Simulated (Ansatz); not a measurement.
# Dielectric response of NaF (110) films, part 2 of 5

Aim: the electronic and static ε of rocksalt NaF (110) from films of several thicknesses in a field.

Ansatz 0.2.0; plane-wave DFT, PBEsol, Ansatz PAW.

So far. Step 2 (Relaxation, 10 atoms, units 5): The gap is 4.96 eV, with the valence edge 6.23 eV and the conduction edge 1.27 eV under the upper vacuum level.

### Step 3. The relaxed film, single point, 10 atoms, units 5

The film was relaxed beforehand; a single point on the relaxed positions gives its levels and potential.

input.yaml

```yaml
crystal:
  lattice:
    - [3.2739044, 0.0, 0.0]
    - [0.0, 4.63, 0.0]
    - [0.0, 0.0, 24.5478087938]
  atoms:
    - { symbol: Na, position: [0.5, 0.5, 0.3709197955] }
    - { symbol: F, position: [0.5, 0.0, 0.3691159786] }
    - { symbol: Na, position: [0.0, 0.0, 0.4317712223] }
    - { symbol: F, position: [0.0, 0.5, 0.4325608622] }
    - { symbol: Na, position: [0.5, 0.5, 0.5] }
    - { symbol: F, position: [0.5, 0.0, 0.4999999999] }
    - { symbol: Na, position: [0.0, 0.0, 0.5682287779] }
    - { symbol: F, position: [0.0, 0.5, 0.5674391378] }
    - { symbol: Na, position: [0.5, 0.5, 0.6290802042] }
    - { symbol: F, position: [0.5, 0.0, 0.6308840216] }
kpoints:
  mp_grid: { grid: [8, 6, 1] }
hamiltonian:
  xc: pbesol
scf:
  occupations: { method: fixed }
  convergence: { dr2_threshold: 1.0e-09 }
efield:
  axis: 3
  dipole_correction: true
  ramp_position: 0.97
  ramp_width: 0.06
output:
  eigenvalues: true
  write_potential: true
  write_density: true
  volumetric_format: npy
```

The run is started by

```console
ansatz run input.yaml --threads 4 --pin off --max-ram 12288MiB --backend cpu --events-out ev --progress --plain --runs-dir out
```

Numbers of over 12 decimals in the logs are rounded to 6 here.

The program printed:

```text
[...]
Crystal: 10 atoms, lattice volume = 372.100 Å³
Basis set: ecut = 420 eV, 7311 PW (Γ)
Bands: 50, of which v1, the nominal top of the filled ones, is band 40 counted from 1 (39 counted from 0)
Symmetry: 4 space group operations
k-points: 20 of 48
[...]
SCF iter   1: F=—  HF=-11393.397718 eV  |F-HF|=—  |Δ(HF+E_count)|=         —  Δρ=6.75e-3  dr2=1.04e-1  ethr=1.77e-3  p=-0.000 e·Å  D=-1.04e-9 V/Å  ΔV_dip=0.00 eV  dr2_dipole=8.53e-11  V_vac-E_F(+/−)=6.01/6.01 eV  ⟨swp⟩=5.2  Hψ=3373  notcnv=0  defer=160
[...]
SCF iter   8: F=-11393.371138 eV  HF=-11393.371138 eV  |F-HF|=6.91e-11  |Δ(HF+E_count)|=   4.44e-9  Δρ=4.61e-7  dr2=4.63e-10  ethr=1.25e-12  p=0.000 e·Å  D=2.78e-9 V/Å  ΔV_dip=-0.00 eV  dr2_dipole=1.33e-16  V_vac-E_F(+/−)=6.23/6.23 eV  ⟨swp⟩=14.5  Hψ=4896  notcnv=0
SCF 1 converged in 8 iterations: F = -11393.371138 eV  dr2 = 4.63e-10
[...]
SCF converged after 8 iterations
Free energy (F): -11393.371138 eV
[...]
Internal energy: -11393.371138 eV  (E = F + TS)
E sigma→0 (E₀):  -11393.371138 eV
Fermi energy:    -3.602286 eV
Dipole field:    D = -0.000000 V/Å  (p = -0.000000 e·Å, saw-weighted, corrected)
Work function:   Φ+ = 6.2332 eV   Φ− = 6.2332 eV
[...]
--- Band table (eV; the first three rows and the last of 20) ---
  k-point 0: bands = [... 36 lower, -4.1229, -3.9400, -3.6036, -3.6023, 1.3536, 1.5552, 2.6028, 3.0859, ... 6 higher]
  k-point 1: bands = [... 36 lower, -4.0865, -3.9376, -3.6081, -3.6071, 1.6066, 1.7661, 2.8176, 3.2970, ... 6 higher]
  k-point 2: bands = [... 36 lower, -4.0464, -3.9324, -3.6170, -3.6166, 2.2566, 2.3433, 3.4406, 3.9184, ... 6 higher]
  k-point 19: bands = [... 36 lower, -4.2291, -4.2262, -3.9701, -3.8769, 5.2457, 5.3663, 6.4423, 6.4434, ... 6 higher]
```

It took 11 s on 4 threads of Arm Neoverse V1, shared host; peak memory 0.91 GiB; 42 s of CPU time.

In the SCF lines HF is the Harris–Foulkes energy and dr2 the Hartree energy of the density residual, in eV; the loop may stop once dr2 is under the threshold and the program's other checks hold. Hψ counts applications of the Hamiltonian.

This step gave:

| Item | Value |
| --- | --- |
| gap on the k-mesh | 4.956 eV |
| dipole along the normal | -1.76e-8 e·Å |
| electron affinity, upper face | 1.277 eV |

Running mean over 1.637 Å of the planar mean; the ramp of the sawtooth is left out. Electron's electrostatic potential energy less the highest filled level against z:

z (Å), electron's electrostatic potential energy less the highest filled level (eV) and a bar from the least value:
```
      3.5       6.23 ##############################
      4.0       6.23 ##############################
      4.5       6.23 ##############################
      5.0       6.23 ##############################
      5.5       6.23 ##############################
      6.0       6.23 ##############################
      6.5       6.22 ##############################
      7.0       6.19 ##############################
      7.5       6.02 #############################
      8.0       4.76 #######################
      8.5       2.00 ##########
      9.0       0.58 ####
      9.5       0.02 #
     10.0      -0.18 
     10.5       0.31 ##
     11.0       0.51 ###
     11.5       0.62 ####
     12.0       0.51 ###
     12.5       0.51 ###
     13.0       0.61 ####
     13.5       0.53 ###
     14.0       0.34 ##
     14.5      -0.15 
     15.0      -0.04 #
     15.5       0.54 ###
     16.0       1.76 #########
     16.5       4.55 ######################
     17.0       5.97 #############################
     17.5       6.18 ##############################
     18.0       6.22 ##############################
     18.5       6.23 ##############################
     19.0       6.23 ##############################
     19.5       6.23 ##############################
     20.0       6.23 ##############################
     20.5       6.23 ##############################
     21.0       6.23 ##############################
     21.5       6.23 ##############################
```

The gap is 4.96 eV, with the valence edge 6.23 eV and the conduction edge 1.28 eV under the upper vacuum level.

### Step 4. Atoms held, 10 atoms, units 5, field 0.1 V/Å

A sawtooth potential applies the field, turning back in the middle of the vacuum. With the dipole correction the typed value is the field outside the slab. The induced dipole is small, so the SCF threshold is tight.

input.yaml: that of step 3 with these lines changed.

```diff
@@ -22,3 +22,3 @@
   occupations: { method: fixed }
-  convergence: { dr2_threshold: 1.0e-09 }
+  convergence: { dr2_threshold: 1.0e-10 }
 efield:
@@ -26,6 +26,6 @@
   dipole_correction: true
-  ramp_position: 0.97
-  ramp_width: 0.06
+  ramp_position: 0.9696
+  ramp_width: 0.0607
+  amplitude: 0.1
 output:
-  eigenvalues: true
   write_potential: true
```

The program printed:

```text
[...]
Crystal: 10 atoms, lattice volume = 372.100 Å³
Basis set: ecut = 420 eV, 7311 PW (Γ)
Bands: 50, of which v1, the nominal top of the filled ones, is band 40 counted from 1 (39 counted from 0)
Symmetry: 4 space group operations
k-points: 20 of 48
[...]
SCF iter   1: F=—  HF=-11398.753819 eV  |F-HF|=—  |Δ(HF+E_count)|=         —  Δρ=6.08e-2  dr2=1.57e1  ethr=3.10e-3  p=0.077 e·Å  D=3.73e-2 V/Å  ΔV_dip=-0.92 eV  dr2_dipole=1.33e-3  V_vac-E_F(+/−)=14.06/12.73 eV  ⟨swp⟩=5.3  Hψ=3404  notcnv=0  defer=156
[...]
SCF iter  12: F=-11393.372914 eV  HF=-11393.372914 eV  |F-HF|=1.00e-10  |Δ(HF+E_count)|=  1.35e-10  Δρ=1.24e-7  dr2=2.68e-11  ethr=1.00e-12  p=0.036 e·Å  D=1.73e-2 V/Å  ΔV_dip=-0.42 eV  dr2_dipole=1.80e-15  V_vac-E_F(+/−)=6.94/5.13 eV  ⟨swp⟩=14.8  Hψ=4164  notcnv=0
SCF 1 converged in 12 iterations: F = -11393.372914 eV  dr2 = 2.68e-11
[...]
SCF converged after 12 iterations
[...]
Free energy (F): -11393.372914 eV
[...]
Internal energy: -11393.372914 eV  (E = F + TS)
E sigma→0 (E₀):  -11393.372914 eV
Fermi energy:    -3.434981 eV
Dipole field:    D = 0.017272 V/Å  (p = 0.035518 e·Å, saw-weighted, corrected)
Work function:   not extracted (applied field tilts the vacuum); planar V_es + V_field profile in the machine report
[...]
--- Band table (eV; the first three rows and the last of 20) ---
  k-point 0: bands = [... 36 lower, -3.9800, -3.8568, -3.7715, -3.4350, 1.1630, 1.7144, 2.2771, 3.0022, ... 6 higher]
  k-point 1: bands = [... 36 lower, -4.0404, -3.8433, -3.7764, -3.4394, 1.3932, 1.9503, 2.4831, 3.2221, ... 6 higher]
  k-point 2: bands = [... 36 lower, -4.1288, -3.8221, -3.7861, -3.4482, 2.0007, 2.5759, 3.0806, 3.8654, ... 6 higher]
  k-point 19: bands = [... 36 lower, -4.1097, -4.0908, -4.0652, -3.7538, 5.0766, 5.5287, 6.1294, 6.7463, ... 6 higher]
```

The job ended after 13 s (4 threads; peak memory 0.89 GiB; 50 s of CPU time).

This step gave:

- gap on the k-mesh: 4.598 eV
- dipole along the normal: 0.03552 e·Å

The dipole is 0.0355 e·Å, and the gap on the mesh 4.598 eV.

### Step 5. Atoms held, 10 atoms, units 5, field -0.1 V/Å

input.yaml: that of step 4 with these lines changed.

```diff
@@ -28,3 +28,3 @@
   ramp_width: 0.0607
-  amplitude: 0.1
+  amplitude: -0.1
 output:
```

The program printed:

```text
[...]
Crystal: 10 atoms, lattice volume = 372.100 Å³
Basis set: ecut = 420 eV, 7311 PW (Γ)
Bands: 50, of which v1, the nominal top of the filled ones, is band 40 counted from 1 (39 counted from 0)
Symmetry: 4 space group operations
k-points: 20 of 48
[...]
k-point 0: bands = [... 36 lower, -3.9802, -3.8570, -3.7717, -3.4352, 1.1628, 1.7142, 2.2773, 3.0022, ... 6 higher]
  k-point 1: bands = [... 36 lower, -4.0406, -3.8435, -3.7766, -3.4396, 1.3930, 1.9501, 2.4832, 3.2221, ... 6 higher]
  k-point 2: bands = [... 36 lower, -4.1290, -3.8223, -3.7863, -3.4484, 2.0005, 2.5757, 3.0808, 3.8653, ... 6 higher]
  k-point 19: bands = [... 36 lower, -4.1099, -4.0910, -4.0654, -3.7540, 5.0764, 5.5285, 6.1292, 6.7461, ... 6 higher]
[key lines of the parts left out:]
SCF converged after 12 iterations
Free energy (F): -11393.372914 eV
Fermi energy:    -3.435184 eV
Dipole field:    D = -0.017272 V/Å  (p = -0.035518 e·Å, saw-weighted, corrected)
```

Elapsed: 13 s, on 4 threads; peak memory 0.9 GiB; 50 s of CPU time.

The dipole is -0.0355 e·Å, and the gap on the mesh 4.598 eV.

### Step 6. Response with the atoms held, 10 atoms, units 5

This step: plane-wave DFT, PBEsol, Ansatz PAW; response to a field along the normal, atoms held (Ansatz 0.2.0).

The two fields give this film's response with the atoms held: the electronic part.

This step gave:

| Quantity | Value |
| --- | --- |
| equivalent conductor thickness p/(ε₀AE) | 4.240 Å |
| distance between the outer atoms | 6.426 Å |
| thickness | 8.185 Å |

Local field over the applied field, running mean. From the potentials at -0.1 and 0.1 V/Å; running mean over 1.637 Å, taken twice. Local field over applied field against z:

z (Å), local field over applied field and a bar from the least value:
```
      4.5      1.000 ##############################
      5.0      0.999 ##############################
      5.5      0.997 ##############################
      6.0      0.991 #############################
      6.5      0.975 #############################
      7.0      0.937 ##########################
      7.5      0.863 ######################
      8.0      0.755 ###############
      8.5      0.637 ########
      9.0      0.544 ###
      9.5      0.498 
     10.0      0.494 
     10.5      0.508 #
     11.0      0.523 ##
     11.5      0.530 ##
     12.0      0.531 ##
     12.5      0.531 ##
     13.0      0.530 ##
     13.5      0.524 ##
     14.0      0.510 #
     14.5      0.495 
     15.0      0.496 
     15.5      0.538 ###
     16.0      0.626 ########
     16.5      0.743 ###############
     17.0      0.854 #####################
     17.5      0.932 ##########################
     18.0      0.973 ############################
     18.5      0.990 #############################
     19.0      0.997 ##############################
     19.5      0.999 ##############################
     20.0      1.000 ##############################
```

The induced electron density oscillates, so the rows of the table below give means over windows of 0.5 Å about each position, cut where the curve ends. Its maxima inside the range that stand out by 2 % of the span (Å: e/Å³ per V/Å): 8.46: 0.00257, 9.14: 7.6e-4, 10.09: 3.2e-4, 10.77: 1.5e-4, 11.73: 0.00103, 12.41: 3.3e-4, 13.36: 9.0e-4, 14.05: 5.6e-4, 14.87: 8.7e-4, 15.55: -3.3e-4. Its minima: 9.00: 3.3e-4, 9.68: -8.7e-4, 10.50: -5.6e-4, 11.18: -9.0e-4, 12.14: -3.3e-4, 12.82: -0.00103, 13.77: -1.5e-4, 14.46: -3.2e-4, 15.41: -7.6e-4, 16.09: -0.00257.

Electrons, planar mean, per unit field. The induced electron density by z; means over each step:

```tsv
z (Å)	induced electron density (e/Å³ per V/Å)
4.5	1.4e-6
5.0	4.5e-6
5.5	1.4e-5
6.0	4.4e-5
6.5	1.3e-4
7.0	3.6e-4
7.5	9.0e-4
8.0	0.00190
8.5	0.00217
9.0	5.6e-4
9.5	-4.2e-4
10.0	-4.2e-5
10.5	-2.5e-4
11.0	-5.0e-4
11.5	2.6e-4
12.0	2.5e-4
12.5	-1.7e-4
13.0	-4.1e-4
13.5	5.7e-4
14.0	2.4e-4
14.5	-5.9e-6
15.0	5.2e-4
15.5	-5.2e-4
16.0	-0.00201
16.5	-0.00200
17.0	-9.8e-4
17.5	-3.9e-4
18.0	-1.4e-4
18.5	-4.9e-5
19.0	-1.6e-5
19.5	-5.0e-6
20.0	-1.5e-6
```

By hand: between -0.1 and 0.1 V/Å the dipole changes by 0.07104 e·Å, a slope of 0.3552 e·Å²/V. A perfect conductor of thickness t has p = ε₀AEt, so t = 180.95 × 0.3552 / 15.158 = 4.24 Å (e/ε₀ = 180.95 V·Å, A in Å²).

The induced dipole is that of a conductor 4.24 Å thick.

### Step 7. Field on, atoms free, 10 atoms, field 0.05 V/Å

This step: plane-wave DFT, PBEsol, Ansatz PAW (Ansatz 0.2.0).

Now the atoms may follow the field. A weak field makes forces of meV/Å to tens of meV/Å, so the force tolerance is set well below the usual one.

input.yaml: that of step 5 with these lines changed.

```diff
@@ -26,5 +26,8 @@
   dipole_correction: true
-  ramp_position: 0.9696
-  ramp_width: 0.0607
-  amplitude: -0.1
+  ramp_position: 0.97
+  ramp_width: 0.06
+  amplitude: 0.05
+relax:
+  f_tol: 0.0006
+  max_steps: 70
 output:
```

The program printed:

```text
[...]
Crystal: 10 atoms, lattice volume = 372.100 Å³
Basis set: ecut = 420 eV, 7311 PW (Γ), exchange–correlation on 48×64×360 points (8 copies of the dense FFT grid, shifted against one another)
Bands: 50, of which v1, the nominal top of the filled ones, is band 40 counted from 1 (39 counted from 0)
Symmetry: 4 space group operations
k-points: 20 of 48
[...]
SCF iter   1: F=—  HF=-11398.751958 eV  |F-HF|=—  |Δ(HF+E_count)|=         —  Δρ=6.08e-2  dr2=1.57e1  ethr=3.10e-3  p=0.038 e·Å  D=1.86e-2 V/Å  ΔV_dip=-0.46 eV  dr2_dipole=3.32e-4  V_vac-E_F(+/−)=13.75/13.08 eV  ⟨swp⟩=5.3  Hψ=3403  notcnv=0  defer=156
[...]
SCF iter  12: F=-11393.370436 eV  HF=-11393.370436 eV  |F-HF|=2.91e-11  |Δ(HF+E_count)|=  4.20e-10  Δρ=1.20e-7  dr2=2.32e-11  ethr=1.00e-12  p=0.018 e·Å  D=8.64e-3 V/Å  ΔV_dip=-0.21 eV  dr2_dipole=1.71e-15  V_vac-E_F(+/−)=6.59/5.68 eV  ⟨swp⟩=6.0  Hψ=4464  notcnv=0
SCF 1 converged in 12 iterations: F = -11393.370436 eV  dr2 = 2.32e-11
[...]
relax step   1: F+E_penalty+E_count = -11393.37043551 eV  Δ(F+E_penalty+E_count) = +0.000e0 eV  max|allowed force component| = 2.893e-2 eV/Å  Δτ_max = 0.0000 Å  (12 SCF iters, accepted)
[...]
SCF iter   7: F=-11393.370741 eV  HF=-11393.370741 eV  |F-HF|=3.64e-12  |Δ(HF+E_count)|=  1.91e-10  Δρ=1.33e-7  dr2=1.65e-11  ethr=1.00e-12  p=0.027 e·Å  D=1.32e-2 V/Å  ΔV_dip=-0.32 eV  dr2_dipole=1.53e-14  V_vac-E_F(+/−)=6.56/5.77 eV  ⟨swp⟩=6.0  Hψ=4257  notcnv=0
SCF 2 converged in 7 iterations: F = -11393.370741 eV  dr2 = 1.65e-11
[...]
relax step   2: F+E_penalty+E_count = -11393.37074056 eV  Δ(F+E_penalty+E_count) = -3.051e-4 eV  max|allowed force component| = 1.465e-2 eV/Å  Δτ_max = 0.0039 Å  (7 SCF iters, accepted)
SCF iter   1: F=—  HF=-11393.370764 eV  |F-HF|=—  |Δ(HF+E_count)|=         —  Δρ=4.93e-5  dr2=4.95e-5  ethr=2.32e-7  p=0.027 e·Å  D=1.32e-2 V/Å  ΔV_dip=-0.32 eV  dr2_dipole=2.26e-5  V_vac-E_F(+/−)=6.56/5.77 eV  ⟨swp⟩=2.3  Hψ=1667  notcnv=0  defer=160
[...]
SCF iter   6: F=-11393.370802 eV  HF=-11393.370802 eV  |F-HF|=1.46e-11  |Δ(HF+E_count)|=  3.66e-10  Δρ=1.58e-7  dr2=4.96e-11  ethr=1.00e-12  p=0.032 e·Å  D=1.57e-2 V/Å  ΔV_dip=-0.38 eV  dr2_dipole=1.89e-13  V_vac-E_F(+/−)=6.56/5.82 eV  ⟨swp⟩=6.0  Hψ=4727  notcnv=0
SCF 3 converged in 6 iterations: F = -11393.370802 eV  dr2 = 4.96e-11
relax step   3: F+E_penalty+E_count = -11393.37080230 eV  Δ(F+E_penalty+E_count) = -6.174e-5 eV  max|allowed force component| = 2.142e-3 eV/Å  Δτ_max = 0.0012 Å  (6 SCF iters, accepted)
SCF iter   1: F=—  HF=-11393.370734 eV  |F-HF|=—  |Δ(HF+E_count)|=         —  Δρ=1.20e-5  dr2=1.26e-6  ethr=5.23e-8  p=0.032 e·Å  D=1.57e-2 V/Å  ΔV_dip=-0.38 eV  dr2_dipole=1.04e-7  V_vac-E_F(+/−)=6.56/5.82 eV  ⟨swp⟩=2.1  Hψ=1606  notcnv=0  defer=122
[...]
SCF iter   5: F=-11393.370804 eV  HF=-11393.370804 eV  |F-HF|=5.46e-12  |Δ(HF+E_count)|=  2.75e-10  Δρ=1.62e-7  dr2=3.26e-11  ethr=1.00e-12  p=0.033 e·Å  D=1.58e-2 V/Å  ΔV_dip=-0.39 eV  dr2_dipole=3.86e-13  V_vac-E_F(+/−)=6.56/5.83 eV  ⟨swp⟩=4.7  Hψ=4751  notcnv=0
SCF 4 converged in 5 iterations: F = -11393.370804 eV  dr2 = 3.26e-11
relax step   4: F+E_penalty+E_count = -11393.37080383 eV  Δ(F+E_penalty+E_count) = -1.530e-6 eV  max|allowed force component| = 2.472e-4 eV/Å  Δτ_max = 0.0004 Å  (5 SCF iters, accepted)
NSCF: frozen V_eff on 20 k-points
[...]
SCF converged after 5 iterations
[...]
Free energy (F): -11393.370804 eV
[...]
Internal energy: -11393.370804 eV  (E = F + TS)
E sigma→0 (E₀):  -11393.370804 eV
Fermi energy:    -3.577699 eV
Dipole field:    D = 0.015812 V/Å  (p = 0.032515 e·Å, saw-weighted, corrected)
Work function:   not extracted (applied field tilts the vacuum); planar V_es + V_field profile in the machine report
[...]
--- Forces (eV/Å), atoms counted from 1 ---
  atom   1  Na     0.00000000     0.00000000    -0.00007997
  atom   2  F      0.00000000     0.00000000    -0.00003546
  atom   3  Na     0.00000000     0.00000000     0.00023345
  atom   4  F      0.00000000     0.00000000    -0.00003970
  atom   5  Na     0.00000000     0.00000000    -0.00024767
  atom   6  F      0.00000000     0.00000000     0.00010407
  atom   7  Na     0.00000000     0.00000000     0.00017336
  atom   8  F      0.00000000     0.00000000    -0.00010055
  atom   9  Na     0.00000000     0.00000000    -0.00002305
  atom  10  F      0.00000000     0.00000000     0.00001130
  max |Σ_I F_I| component: 4.23e-6 eV/Å
--- Band table (eV; the first three rows and the last of 20) ---
  k-point 0: bands = [... 36 lower, -4.1057, -3.9375, -3.6289, -3.5777, 1.3388, 1.5724, 2.5593, 3.0633, ... 6 higher]
  k-point 1: bands = [... 36 lower, -4.0888, -3.9342, -3.6335, -3.5824, 1.5870, 1.7887, 2.7724, 3.2771, ... 6 higher]
  k-point 2: bands = [... 36 lower, -4.0520, -3.9273, -3.6427, -3.5916, 2.2239, 2.3810, 3.3894, 3.9041, ... 6 higher]
  k-point 19: bands = [... 36 lower, -4.2413, -4.2004, -3.9776, -3.8701, 5.2388, 5.3862, 6.3707, 6.5136, ... 6 higher]
--- Relaxed structure (4 steps of the walk, 4 accepted, 0 SCFs on fresh bases) ---
  F+E_penalty+E_count = -11393.37080383 eV   max|allowed force component| = 2.472e-4 eV/Å
  atoms:
    - { symbol: Na, position: [0.5, 0.5, 0.371113] }
    - { symbol: F, position: [0.5, 0.0, 0.368920] }
    - { symbol: Na, position: [0.0, 0.0, 0.431776] }
    - { symbol: F, position: [0.0, 0.5, 0.432574] }
    - { symbol: Na, position: [0.5, 0.5, 0.500167] }
    - { symbol: F, position: [0.5, 0.0, 0.499832] }
    - { symbol: Na, position: [0.0, 0.0, 0.568230] }
    - { symbol: F, position: [0.0, 0.5, 0.567439] }
    - { symbol: Na, position: [0.5, 0.5, 0.629255] }
    - { symbol: F, position: [0.5, 0.0, 0.630696] }
```

The job ended after 27 s (4 threads; peak memory 0.81 GiB).

Hardly anything moved in the relaxation; the energy changed by under 0.2 meV an atom.

This step gave:

* gap on the k-mesh: 4.916 eV
* dipole along the normal: 0.03252 e·Å

The relaxation took 4 steps and lowered the energy by 3.7e-4 eV; the largest force on the free atoms ends at 2.5e-4 eV/Å.

The dipole is 0.0325 e·Å, and the gap on the mesh 4.916 eV.

### Step 8. Relaxing in the field, 10 atoms, field -0.05 V/Å

The opposite sign, again from the field-free geometry; the difference of the two cancels what relaxes without a field.

input.yaml: that of step 7 with these lines changed.

```diff
@@ -28,3 +28,3 @@
   ramp_width: 0.06
-  amplitude: 0.05
+  amplitude: -0.05
 relax:
```

The program printed:

```text
[...]
Crystal: 10 atoms, lattice volume = 372.100 Å³
Basis set: ecut = 420 eV, 7311 PW (Γ), exchange–correlation on 48×64×360 points (8 copies of the dense FFT grid, shifted against one another)
Bands: 50, of which v1, the nominal top of the filled ones, is band 40 counted from 1 (39 counted from 0)
Symmetry: 4 space group operations
k-points: 20 of 48
[...]
- { symbol: F, position: [0.5, 0.0, 0.369304] }
    - { symbol: Na, position: [0.0, 0.0, 0.431770] }
    - { symbol: F, position: [0.0, 0.5, 0.432561] }
    - { symbol: Na, position: [0.5, 0.5, 0.499833] }
    - { symbol: F, position: [0.5, 0.0, 0.500168] }
    - { symbol: Na, position: [0.0, 0.0, 0.568224] }
    - { symbol: F, position: [0.0, 0.5, 0.567426] }
    - { symbol: Na, position: [0.5, 0.5, 0.628887] }
    - { symbol: F, position: [0.5, 0.0, 0.631080] }
[key lines of the parts left out:]
SCF converged after 5 iterations
Free energy (F): -11393.370804 eV
Fermi energy:    -3.577699 eV
Dipole field:    D = -0.015812 V/Å  (p = -0.032515 e·Å, saw-weighted, corrected)
```

Run time: 27 s. Hardware: 4 threads; peak memory 0.81 GiB.

No atom moved by 0.005 Å in the relaxation.

The relaxation took 4 steps and lowered the energy by 3.7e-4 eV; the largest force on the free atoms ends at 2.5e-4 eV/Å.

The dipole is -0.0325 e·Å, and the gap on the mesh 4.916 eV.

(Part 2 of 5 ends here.)

[Logs are printed without paths, hosts, clocks, repeated set-up lines and the standing remarks that a program may print on its own settings, such as how far it seeks lower states.]

[Hosts, paths, dates, database ids (printed as entryN), source tags and the programs' standing remarks are cut or masked in the printed files.]

[Maps of the electrostatic potential energy from Ansatz leave out the sawtooth potential of an applied field or a dipole correction, so their vacuum need not be flat; planar profiles and work functions include it.]
